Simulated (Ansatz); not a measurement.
# Si4Ru: from a guess to a relaxed structure, part 2 of 2

The task: take a trial cell of Si4Ru to zero force and stress.

Ansatz 0.2.0; DFT PBE, scalar-relativistic, plane waves, PAW. The steps go on from the part before.

### Step 4. Spin check on a coarse mesh

The input, input.yaml:

```yaml
crystal:
  lattice:
    - [-2.7583363259, 2.7583363259, 2.7583363259]
    - [2.7583363259, -2.7583363259, 2.7583363259]
    - [2.7583363259, 2.7583363259, -2.7583363259]
  atoms:
    - { symbol: Si, position: [0.0, 0.0, 0.5] }
    - { symbol: Si, position: [0.0, 0.5, 0.0] }
    - { symbol: Si, position: [0.5, 0.0, 0.0] }
    - { symbol: Si, position: [0.5, 0.5, 0.5] }
    - { symbol: Ru, position: [0.0, 0.0, 0.0], spin: 1.0 }
basis:
  ecutwfc: 420
kpoints:
  mp_grid: { grid: [4, 4, 4] }
hamiltonian:
  xc: pbe
scf:
  occupations: { method: gaussian, width: 0.1 }
  lower_state_search: "off"
output:
  forces: true
  stress: true
  eigenvalues: true
  populations: true
magnetization:
  spin_polarized: true
```

Started as:

```bash
$ ansatz run input.yaml --threads 1 --pin off --max-ram 2560MiB --backend cpu --events-out ev --progress --plain --runs-dir out
```

What it wrote (excerpt; [...] marks lines left out):

```text
[...]
SCF converged after 18 iterations
Magnetization: 0.0000 μB (16.0000 up, 16.0000 down)
Absolute magnetization: 0.0000 μB (∫|ρ↑−ρ↓|, with the PAW one-centre terms)
Spin contamination: 0.0000 ħ² per cell (⟨S²⟩ above its minimum at these occupations)
Per-site moments (μB) at R_I (Å): [(2.0384099158325986e-6, 0.9853755987944687), (2.038409915738848e-6, 0.9853755987944687), (2.038409915839498e-6, 0.9853755987944687), (2.0384099159142657e-6, 0.9853755987944687), (7.420936420144075e-6, 0.9853755987944687)]
Free energy (F): -8420.395246 eV
[...]
E sigma→0 (E₀):  -8420.378022 eV
Entropy (-TS):   -0.034448 eV (-6.890 meV/atom)
Fermi energy:    10.638140 eV
[...]
--- Forces (eV/Å), atoms counted from 1 ---
  atom   1  Si    -0.00000000     0.00000000    -0.00000000
  atom   2  Si     0.00000000    -0.00000000     0.00000000
  atom   3  Si     0.00000000    -0.00000000    -0.00000000
  atom   4  Si     0.00000000     0.00000000     0.00000000
  atom   5  Ru    -0.00000000     0.00000000     0.00000000
[...]
--- Stress (GPa, compression-positive) ---
        0.090734       0.000000      -0.000000
        0.000000       0.090734       0.000000
       -0.000000       0.000000       0.090734
  P = ⅓ Tr σ = 0.0907 GPa (0.907 kbar)
--- Band table (eV; the first three rows and the last of 16) ---
  k-point 0 ↑: bands = ["-62.3599", "-32.4911", "-32.4911", "-32.4911", "-1.8182", "3.4982", "3.4982", "3.4982", "7.2348", "7.2348", "7.2484", "7.2484", "7.2484", "7.6383", "7.6383", "7.6383", "11.2616", "11.2616", "11.2616", "12.3535", "13.5958", "13.5958"]
[...]
--- Löwdin populations: 5 sites ---
  site symbol       q [e]    m [muB]
     0     Si      3.9018     0.0000
     1     Si      3.9018     0.0000
     2     Si      3.9018     0.0000
     3     Si      3.9018     0.0000
     4     Ru     16.0698     0.0000
  spilling = 0.010094 (of n_electrons = 32.000000)
```

It took 6.2 s on 1 thread of Intel Xeon Platinum 8259CL at 2.50GHz (Skylake/Cascade Lake), shared host; peak memory 0.38 GiB.

Per atom:

```tsv
atom	Löwdin electrons
Si1	3.90
Si2	3.90
Si3	3.90
Si4	3.90
Ru5	16.07
```

The Löwdin counts miss 0.32 of the 32 electrons, which the atomic orbitals do not span, so they are no charges.

The same cell is solved with trial moments on Ru. The largest site moment that stays is 0.00 μB and the cell's total 0.00 μB. The workflow keeps spin only above 0.25 μB on a site, so the next run goes without spin.

### Step 5. Full relaxation

The end of the coarse run is made exact in the group found at a tolerance of 0.06 Å and reduced to its primitive cell.

The input, input.yaml:

```yaml
crystal:
  lattice:
    - [-2.7583363259, 2.7583363259, 2.7583363259]
    - [2.7583363259, -2.7583363259, 2.7583363259]
    - [2.7583363259, 2.7583363259, -2.7583363259]
  atoms:
    - { symbol: Si, position: [0.0, 0.0, 0.5] }
    - { symbol: Si, position: [0.0, 0.5, 0.0] }
    - { symbol: Si, position: [0.5, 0.0, 0.0] }
    - { symbol: Si, position: [0.5, 0.5, 0.5] }
    - { symbol: Ru, position: [0.0, 0.0, 0.0] }
basis:
  ecutwfc: 420
kpoints:
  mp_grid: { grid: [10, 10, 10] }
hamiltonian:
  xc: pbe
scf:
  occupations: { method: gaussian, width: 0.1 }
output:
  forces: true
  stress: true
  eigenvalues: true
relax:
  adjacent_minimum: "off"
  f_tol: 0.01
  max_steps: 80
  cell: { stress_tol: 0.05 }
```

Started as:

```bash
$ ansatz run input.yaml --threads 1 --pin off --max-ram 2560MiB --backend cpu --events-out ev --progress --plain --runs-dir out
```

What it wrote:

```text
Warning: RAYON_NUM_THREADS=1 ignored (pool sized by the plan → 1); use --threads N
[... 9 set-up lines as earlier in the session ...]
Crystal: 5 atoms, lattice volume = 83.946 Å³
Basis set: ecut = 420 eV, 1601 PW (Γ), exchange–correlation on 64×64×64 points (8 copies of the dense FFT grid, shifted against one another)
Bands: 21, of which v1, the nominal top of the filled ones, is band 16 counted from 1 (15 counted from 0)
[... 1 set-up line as earlier in the session ...]
Space group: Im-3m (ITA 229), of the structure as read, at distance tolerance 4.4e-5 Å
k-points: 47 of 1000
[... 8 set-up lines as earlier in the session ...]
SCF iter   1: F=—  HF=-8420.547022 eV  |F-HF|=—  |Δ(HF+E_count)|=         —  Δρ=8.47e-3  dr2=3.18e-2  ethr=1.77e-3  ⟨swp⟩=5.8  Hψ=5061  notcnv=0
preconditioner: auto → Kerker (q_TF=auto, 2.323 Å⁻¹)  [metal: Δε(μ)=0.014 eV  Ē_g=7.037 eV  σ=0.100 eV  W_gap=0.08  n_scr=18 (ndim 8)  ℏωp=19.9 eV  f_vac=0.000  D(μ)=2.81/eV (n_scr^D=18)]
SCF iter   2: F=—  HF=-8420.544516 eV  |F-HF|=—  |Δ(HF+E_count)|=   2.51e-3  Δρ=4.50e-3  dr2=9.62e-3  ethr=9.95e-5  ⟨swp⟩=1.0  Hψ=1364  notcnv=0
SCF iter   3: F=—  HF=-8420.543955 eV  |F-HF|=—  |Δ(HF+E_count)|=   5.61e-4  Δρ=5.93e-4  dr2=4.32e-4  ethr=3.01e-5  ⟨swp⟩=2.0  Hψ=1667  notcnv=0
SCF iter   4: F=—  HF=-8420.544036 eV  |F-HF|=—  |Δ(HF+E_count)|=   8.13e-5  Δρ=2.29e-4  dr2=7.37e-5  ethr=1.35e-6  ⟨swp⟩=2.5  Hψ=1556  notcnv=0
SCF iter   5: F=—  HF=-8420.543983 eV  |F-HF|=—  |Δ(HF+E_count)|=   5.36e-5  Δρ=6.29e-5  dr2=6.86e-6  ethr=2.30e-7  ⟨swp⟩=2.5  Hψ=1509  notcnv=0
SCF iter   6: F=-8420.543983 eV  HF=-8420.543983 eV  |F-HF|=8.09e-10  |Δ(HF+E_count)|=   6.29e-7  Δρ=7.89e-6  dr2=3.15e-8  ethr=3.13e-10  ⟨swp⟩=6.0  Hψ=5019  notcnv=0
SCF 1 converged in 6 iterations: F = -8420.543983 eV  dr2 = 3.15e-8
relax step   1: F+E_penalty+E_count = -8420.54398332 eV  Δ(F+E_penalty+E_count) = +0.000e0 eV  max|allowed force component| = 1.414e-29 eV/Å  Δτ_max = 0.0000 Å  P = -0.547 GPa  Ω = 83.946 Å³  (6 SCF iters, dr2 threshold 1.00e-7 eV, accepted)
Crystal: 5 atoms, lattice volume = 83.608 Å³
[... 2 set-up lines as earlier in the session ...]
iter 1 solved again at ethr=1.00e-7 eV; its pass at ethr=3.10e-3 eV (dr2=3.20e-5 eV) is discarded
SCF iter   1: F=—  HF=-8420.544774 eV  |F-HF|=—  |Δ(HF+E_count)|=         —  Δρ=2.21e-4  dr2=3.81e-5  ethr=1.00e-7  ⟨swp⟩=2.2  Hψ=5588  notcnv=0
preconditioner: auto → Kerker (q_TF=auto, 2.325 Å⁻¹)  [metal: Δε(μ)=0.036 eV  Ē_g=7.050 eV  σ=0.100 eV  W_gap=0.20  n_scr=18 (ndim 8)  ℏωp=19.9 eV  f_vac=0.000  D(μ)=2.88/eV (n_scr^D=18)]
SCF iter   2: F=—  HF=-8420.544704 eV  |F-HF|=—  |Δ(HF+E_count)|=   7.00e-5  Δρ=1.21e-4  dr2=1.09e-5  ethr=1.00e-7  ⟨swp⟩=1.0  Hψ=997  notcnv=0
SCF iter   3: F=—  HF=-8420.544702 eV  |F-HF|=—  |Δ(HF+E_count)|=   2.00e-6  Δρ=2.60e-5  dr2=9.31e-7  ethr=3.41e-8  ⟨swp⟩=2.0  Hψ=1546  notcnv=0
iter 4 did not close the SCF: its close was put off for the readings that it lacked (scf_convergence_deferred on its scf_iter line)
SCF iter   4: F=-8420.544702 eV  HF=-8420.544702 eV  |F-HF|=1.41e-8  |Δ(HF+E_count)|=   2.85e-9  Δρ=6.89e-6  dr2=6.26e-8  ethr=2.91e-9  ⟨swp⟩=2.2  Hψ=1559  notcnv=0
iter 5 did not close the SCF: its close was put off for the readings that it lacked (scf_convergence_deferred on its scf_iter line)
SCF iter   5: F=-8420.544702 eV  HF=-8420.544702 eV  |F-HF|=9.97e-10  |Δ(HF+E_count)|=   2.42e-8  Δρ=1.61e-6  dr2=2.50e-9  ethr=1.96e-10  ⟨swp⟩=2.1  Hψ=1529  notcnv=0
SCF iter   6: F=-8420.544702 eV  HF=-8420.544702 eV  |F-HF|=0.00e0  |Δ(HF+E_count)|=   1.34e-9  Δρ=1.69e-7  dr2=1.81e-11  ethr=7.80e-12  ⟨swp⟩=1.4  Hψ=2762  notcnv=0
SCF 2 converged in 6 iterations: F = -8420.544702 eV  dr2 = 1.81e-11
relax step   2: F+E_penalty+E_count = -8420.54470224 eV  Δ(F+E_penalty+E_count) = -7.189e-4 eV  max|allowed force component| = 6.988e-30 eV/Å  Δτ_max = 0.0000 Å  P = -0.053 GPa  Ω = 83.608 Å³  energy of the carried Pulay correction = +8.319e-5 eV  (6 SCF iters, dr2 threshold 5.00e-7 eV, accepted)
Crystal: 5 atoms, lattice volume = 83.571 Å³
iter 1 solved again at ethr=1.12e-9 eV; its pass at ethr=3.10e-3 eV (dr2=3.59e-7 eV) is discarded
SCF iter   1: F=—  HF=-8420.544781 eV  |F-HF|=—  |Δ(HF+E_count)|=         —  Δρ=2.38e-5  dr2=4.34e-7  ethr=1.12e-9  ⟨swp⟩=2.2  Hψ=5600  notcnv=0
preconditioner: auto → Kerker (q_TF=auto, 2.325 Å⁻¹)  [metal: Δε(μ)=0.036 eV  Ē_g=7.052 eV  σ=0.100 eV  W_gap=0.20  n_scr=18 (ndim 8)  ℏωp=19.9 eV  f_vac=0.000  D(μ)=2.88/eV (n_scr^D=18)]
SCF iter   2: F=—  HF=-8420.544717 eV  |F-HF|=—  |Δ(HF+E_count)|=   6.34e-5  Δρ=1.33e-5  dr2=1.32e-7  ethr=1.12e-9  ⟨swp⟩=1.5  Hψ=1224  notcnv=0
SCF iter   3: F=—  HF=-8420.544717 eV  |F-HF|=—  |Δ(HF+E_count)|=   2.33e-8  Δρ=2.67e-6  dr2=1.06e-8  ethr=4.13e-10  ⟨swp⟩=2.0  Hψ=1547  notcnv=0
iter 4 did not close the SCF: its close was put off for the readings that it lacked (scf_convergence_deferred on its scf_iter line)
SCF iter   4: F=-8420.544717 eV  HF=-8420.544717 eV  |F-HF|=1.93e-10  |Δ(HF+E_count)|=  5.24e-10  Δρ=7.34e-7  dr2=6.65e-10  ethr=3.31e-11  ⟨swp⟩=2.2  Hψ=1555  notcnv=0
iter 5 did not close the SCF: its close was put off for the readings that it lacked (scf_convergence_deferred on its scf_iter line)
SCF iter   5: F=-8420.544717 eV  HF=-8420.544717 eV  |F-HF|=9.09e-12  |Δ(HF+E_count)|=  2.73e-10  Δρ=2.12e-7  dr2=4.54e-11  ethr=2.08e-12  ⟨swp⟩=2.1  Hψ=1516  notcnv=0
SCF iter   6: F=-8420.544717 eV  HF=-8420.544717 eV  |F-HF|=0.00e0  |Δ(HF+E_count)|=  1.82e-11  Δρ=2.37e-8  dr2=5.42e-13  ethr=1.00e-12  ⟨swp⟩=1.5  Hψ=2245  notcnv=0
SCF 3 converged in 6 iterations: F = -8420.544717 eV  dr2 = 5.42e-13
relax step   3: F+E_penalty+E_count = -8420.54471724 eV  Δ(F+E_penalty+E_count) = -1.500e-5 eV  max|allowed force component| = 8.316e-31 eV/Å  Δτ_max = 0.0000 Å  P = +0.000 GPa  Ω = 83.571 Å³  energy of the carried Pulay correction = +9.217e-5 eV  (6 SCF iters, dr2 threshold 7.11e-9 eV, accepted)
[... 1 set-up line as earlier in the session ...]
iter 1 solved again at ethr=2.41e-7 eV; its pass at ethr=3.10e-3 eV (dr2=7.71e-5 eV) is discarded
SCF iter   1: F=—  HF=-8420.544685 eV  |F-HF|=—  |Δ(HF+E_count)|=         —  Δρ=7.87e-6  dr2=1.05e-8  ethr=2.41e-7  ⟨swp⟩=3.0  Hψ=7686  notcnv=0
eigensolver tolerance schedule: the retry pair's looser diagonalisation over-reported the residual by 7353.98 of it (diagonalisation noise at 1.33 of the residual, at the tolerance the schedule requests for it); recorded, not acted on — ethr = c·dr2/N_el stays at c = 1.0e-1
SCF iter   2: F=—  HF=-8420.544623 eV  |F-HF|=—  |Δ(HF+E_count)|=   6.15e-5  Δρ=3.70e-6  dr2=1.94e-9  ethr=3.28e-11  ⟨swp⟩=3.2  Hψ=2356  notcnv=0
SCF iter   3: F=—  HF=-8420.544623 eV  |F-HF|=—  |Δ(HF+E_count)|=   2.48e-9  Δρ=1.42e-6  dr2=3.02e-10  ethr=6.07e-12  ⟨swp⟩=2.0  Hψ=1676  notcnv=0
iter 4 did not close the SCF: its close was put off for the readings that it lacked (scf_convergence_deferred on its scf_iter line)
SCF iter   4: F=-8420.544623 eV  HF=-8420.544623 eV  |F-HF|=1.82e-12  |Δ(HF+E_count)|=  4.82e-10  Δρ=1.09e-7  dr2=3.11e-12  ethr=1.00e-12  ⟨swp⟩=2.4  Hψ=1616  notcnv=0
iter 5 did not close the SCF: its close was put off for the readings that it lacked (scf_convergence_deferred on its scf_iter line)
SCF iter   5: F=-8420.544623 eV  HF=-8420.544623 eV  |F-HF|=1.82e-12  |Δ(HF+E_count)|=    0.00e0  Δρ=1.74e-8  dr2=3.77e-13  ethr=1.00e-12  ⟨swp⟩=1.0  Hψ=987  notcnv=0
iter 6 did not close the SCF: its close was put off for the readings that it lacked (scf_convergence_deferred on its scf_iter line)
SCF iter   6: F=-8420.544623 eV  HF=-8420.544623 eV  |F-HF|=1.82e-12  |Δ(HF+E_count)|=  1.82e-12  Δρ=4.91e-9  dr2=3.11e-14  ethr=1.00e-12  ⟨swp⟩=1.0  Hψ=987  notcnv=0
iter 7 did not close the SCF: its close was put off for the readings that it lacked (scf_convergence_deferred on its scf_iter line)
SCF iter   7: F=-8420.544623 eV  HF=-8420.544623 eV  |F-HF|=3.64e-12  |Δ(HF+E_count)|=  3.64e-12  Δρ=1.57e-9  dr2=1.13e-15  ethr=1.00e-12  ⟨swp⟩=1.0  Hψ=987  notcnv=0
SCF iter   8: F=-8420.544623 eV  HF=-8420.544623 eV  |F-HF|=0.00e0  |Δ(HF+E_count)|=  1.82e-12  Δρ=2.62e-10  dr2=6.58e-17  ethr=1.00e-12  ⟨swp⟩=2.0  Hψ=2207  notcnv=0
SCF 4 converged in 8 iterations: F = -8420.544623 eV  dr2 = 6.58e-17
relax step   4: F+E_penalty+E_count = -8420.54462340 eV  Δ(F+E_penalty+E_count) = +9.384e-5 eV  max|allowed force component| = 1.696e-30 eV/Å  Δτ_max = 0.0000 Å  P = +0.000 GPa  Ω = 83.571 Å³  stress off target by 1.46e-5 GPa  SCF on the basis re-selected at this cell (its energy is not comparable with the rows above)  (8 SCF iters)
basis re-selected at this cell: Δ(F+E_penalty+E_count) = +9.384e-5 eV, ΔP = -0.000 GPa vs the last step (what re-selecting the basis moved, of the pressure what is left beyond the Pulay correction that the steps carried, after the strain that the cell walked since its last selection, with what the two solves' SCF thresholds leave and, on support functions, any second-order correction that the steps lacked; it is no measure of the basis error at this ecutwfc). This SCF's stress stands 1.46e-5 GPa from its target on what of the cell is left free (relax.cell.stress_tol is 5.00e-2 GPa) and its largest allowed force component is 1.70e-30 eV/Å (relax.f_tol is 1.00e-2 eV/Å): within both
SCF converged after 8 iterations
Free energy (F): -8420.544623 eV
Harris-Foulkes:  -8420.544623 eV  (|F-HF|=0.00e0)
Internal energy: -8420.530240 eV  (E = F + TS)
E sigma→0 (E₀):  -8420.537432 eV
Entropy (-TS):   -0.014384 eV (-2.877 meV/atom)
Fermi energy:    10.738226 eV
--- Per-component energies (eV) ---
  E_band       = -182.610393
  E_kinetic    = 681.359254
  E_local      = -2674.702910  (includes V_loc(G=0)·N_el)
  E_nonlocal   = 444.646658
  E_hartree    = 1013.311556
  E_xc         = -412.766824
  E_vxc        = -428.406462  (∫ρ·V_xc dr)
  E_paw        = -5511.651217  (= ΣΔE_a)
  E_vpaw       = -232.129920  (= ΣTr[D̂ρ^β])
  E_aug_tail   = -0.000126  (compensation charges beyond the density's cutoff)
  E_ewald      = -1960.726632
  E_smearing   = -0.014384  (= −TS)
  E_closure    = 0.000000  (closes the sum)
  Σ components = -8420.544623   (vs F -8420.544623, Δ=0.00e0)
--- Forces (eV/Å), atoms counted from 1 ---
  atom   1  Si    -0.00000000    -0.00000000     0.00000000
  atom   2  Si    -0.00000000    -0.00000000    -0.00000000
  atom   3  Si    -0.00000000    -0.00000000     0.00000000
  atom   4  Si    -0.00000000    -0.00000000    -0.00000000
  atom   5  Ru    -0.00000000     0.00000000     0.00000000
  max |Σ_I F_I| component: 4.22e-30 eV/Å
--- Stress (GPa, compression-positive) ---
        0.000015       0.000000      -0.000000
        0.000000       0.000015      -0.000000
        0.000000       0.000000       0.000015
  P = ⅓ Tr σ = 0.0000 GPa (0.000 kbar)
--- Band table (eV; the first three rows and the last of 47) ---
  k-point 0: bands = ["-62.2674", "-32.4029", "-32.4029", "-32.4029", "-1.7891", "3.5484", "3.5484", "3.5484", "7.2973", "7.2973", "7.3030", "7.3030", "7.3030", "7.6836", "7.6836", "7.6836", "11.3538", "11.3538", "11.3538", "12.4213", "13.6534"]
  k-point 1: bands = ["-62.2674", "-32.4033", "-32.4031", "-32.4029", "-1.6924", "3.4108", "3.4520", "3.5894", "6.8681", "6.9154", "7.0844", "7.1684", "7.2834", "7.9112", "7.9635", "8.2406", "11.3720", "11.4970", "11.5260", "12.8218", "13.5943"]
  k-point 2: bands = ["-62.2673", "-32.4042", "-32.4035", "-32.4029", "-1.4052", "2.9780", "3.2304", "3.7067", "6.1556", "6.5389", "6.8312", "6.8630", "7.1723", "8.4387", "8.5032", "8.9586", "11.4394", "11.5077", "11.9957", "13.2974", "13.7270"]
  k-point 46: bands = ["-62.2667", "-32.4065", "-32.4065", "-32.4065", "1.9711", "1.9711", "1.9711", "3.7984", "4.0212", "4.0212", "5.6391", "5.6391", "5.6391", "10.0719", "10.1057", "10.1057", "13.0204", "13.0204", "13.0204", "15.1907", "15.1907"]
--- Relaxed structure (3 steps of the walk, 3 accepted, 1 SCFs on fresh bases) ---
  F+E_penalty+E_count = -8420.54462340 eV   max|allowed force component| = 1.696e-30 eV/Å   (the final SCF, on the basis selected at the relaxed cell)
  cell:  # Å, volume = 83.5712 Å³
    - [-2.7542215069471827, 2.7542215069471827, 2.7542215069471827]
    - [2.7542215069471827, -2.7542215069471827, 2.7542215069471827]
    - [2.7542215069471827, 2.7542215069471827, -2.7542215069471827]
  atoms:
    - { symbol: Si, position: [0.0, 0.0, 0.5] }
    - { symbol: Si, position: [0.0, 0.5, 0.0] }
    - { symbol: Si, position: [0.5, 0.0, 0.0] }
    - { symbol: Si, position: [0.5, 0.5, 0.5] }
    - { symbol: Ru, position: [-8.473209784641442e-36, 7.236775738808158e-36, 9.527815294312061e-36] }
```

Wall time 28 s (1 thread of Intel Xeon Platinum 8259CL at 2.50GHz (Skylake/Cascade Lake), shared host); peak memory 0.45 GiB.

Relaxation path:

| step | energy from step 1 (eV/cell) | largest force component (eV/Å) | pressure (GPa) | volume (Å³) |
| --- | --- | --- | --- | --- |
| 1 | 0.0000 | 0.0000 | -0.55 | 83.95 |
| 2 | -0.0007 | 0.0000 | -0.05 | 83.61 |
| 3 | -0.0007 | 0.0000 | 0.00 | 83.57 |
| 4 | -0.0006 | 0.0000 | 0.00 | 83.57 |

Step 1 is the start. Step 4 repeats the geometry before it on a plane-wave basis chosen anew for that cell, so its energy need not be comparable with the rows above.

Lengths and angles in the start's conventional setting:

|  | before | after | change |
| --- | --- | --- | --- |
| a (Å) | 5.517 | 5.508 | -0.1 % |
| b (Å) | 5.517 | 5.508 | -0.1 % |
| c (Å) | 5.517 | 5.508 | -0.1 % |
| volume (Å³/atom) | 16.79 | 16.71 | -0.4 % |
| shortest distance (Å) | 2.389 | 2.385 | -0.1 % |
| space group (0.01 Å) | Im-3m | Im-3m | same |

The run keeps the 48 symmetry operations of the start, so it could not have lowered the symmetry.

### Step 6. Changing settings: lower_state_search light

The input, input.yaml:

```yaml
crystal:
  lattice:
    - [-2.7542215069, 2.7542215069, 2.7542215069]
    - [2.7542215069, -2.7542215069, 2.7542215069]
    - [2.7542215069, 2.7542215069, -2.7542215069]
  atoms:
    - { symbol: Si, position: [0.0, 0.0, 0.5] }
    - { symbol: Si, position: [0.0, 0.5, 0.0] }
    - { symbol: Si, position: [0.5, 0.0, 0.0] }
    - { symbol: Si, position: [0.5, 0.5, 0.5] }
    - { symbol: Ru, position: [0.0, 0.0, 0.0] }
basis:
  ecutwfc: 420
kpoints:
  mp_grid: { grid: [10, 10, 10] }
hamiltonian:
  xc: pbe
scf:
  occupations: { method: gaussian, width: 0.1 }
  lower_state_search: light
output:
  forces: true
  eigenvalues: true
  stress: true
```

Started as:

```bash
$ ansatz run input.yaml --threads 1 --pin off --max-ram 2560MiB --backend cpu --events-out ev --progress --plain --runs-dir out
```

What it wrote (excerpt; [...] marks lines left out):

```text
Warning: RAYON_NUM_THREADS=1 ignored (pool sized by the plan → 1); use --threads N
[...]
[... 4 set-up lines as earlier in the session ...]
[...]
Crystal: 5 atoms, lattice volume = 83.571 Å³
Basis set: ecut = 420 eV, 1601 PW (Γ), exchange–correlation on 64×64×64 points (8 copies of the dense FFT grid, shifted against one another)
Bands: 21, of which v1, the nominal top of the filled ones, is band 16 counted from 1 (15 counted from 0)
[... 2 set-up lines as earlier in the session ...]
k-points: 47 of 1000
[...]
SCF iter   1: F=—  HF=-8420.547688 eV  |F-HF|=—  |Δ(HF+E_count)|=         —  Δρ=8.50e-3  dr2=3.22e-2  ethr=1.77e-3  ⟨swp⟩=5.8  Hψ=5076  notcnv=0
[...]
SCF converged after 6 iterations
Free energy (F): -8420.544623 eV
[...]
E sigma→0 (E₀):  -8420.537432 eV
Entropy (-TS):   -0.014383 eV (-2.877 meV/atom)
Fermi energy:    10.738211 eV
[...]
--- Forces (eV/Å), atoms counted from 1 ---
  atom   1  Si    -0.00000000     0.00000000    -0.00000000
  atom   2  Si    -0.00000000     0.00000000    -0.00000000
  atom   3  Si    -0.00000000     0.00000000     0.00000000
  atom   4  Si    -0.00000000     0.00000000     0.00000000
  atom   5  Ru    -0.00000000     0.00000000     0.00000000
[...]
--- Stress (GPa, compression-positive) ---
       -0.000200       0.000000      -0.000000
        0.000000      -0.000200      -0.000000
        0.000000       0.000000      -0.000200
  P = ⅓ Tr σ = -0.0002 GPa (-0.002 kbar)
--- Band table (eV; the first three rows and the last of 47) ---
  k-point 0: bands = ["-62.2675", "-32.4030", "-32.4030", "-32.4030", "-1.7891", "3.5484", "3.5484", "3.5484", "7.2973", "7.2973", "7.3029", "7.3029", "7.3029", "7.6836", "7.6836", "7.6836", "11.3537", "11.3537", "11.3537", "12.4213", "13.6534"]
[...]
```

It took 5.3 s on 1 thread of Intel Xeon Platinum 8259CL at 2.50GHz (Skylake/Cascade Lake), shared host; peak memory 0.4 GiB.

```tsv
run	ending	energy change	pressure (GPa)	gap (eV)	force (eV/Å)	cycles	time
step 5	converged	0	0.0	0.00	0.00	-	28 s
variant	converged	0.0 meV/atom	0.0	0.00	0.00	6	5.3 s
```

The changed input (search for lower states) leaves the energy the same to the digits printed.

### Step 7. What came out

This closing draws on all 2 parts. Changes of volume or cell count from the first structure of part 1.

```
                              quantity                                                                      value
symmetry at the end (tolerance 0.05 Å)                                                space group Im-3m (No. 229)
                     conventional cell  a = 5.508 Å, b = 5.508 Å, c = 5.508 Å, α = 90.00°, β = 90.00°, γ = 90.00°
                                volume                                                              16.71 Å³/atom
              energy over the elements                                                              +0.28 eV/atom
                       gap on the mesh                                                               none (metal)
```

What this shows: The space group Im-3m (No. 229) is kept, and the volume per atom grows by 10.3 % from the first guess. The formation energy is positive, so the separate elements lie lower. No finished test with a distortion of lower symmetry is shown, so the end may be a saddle point. Other magnetic orders were not searched.
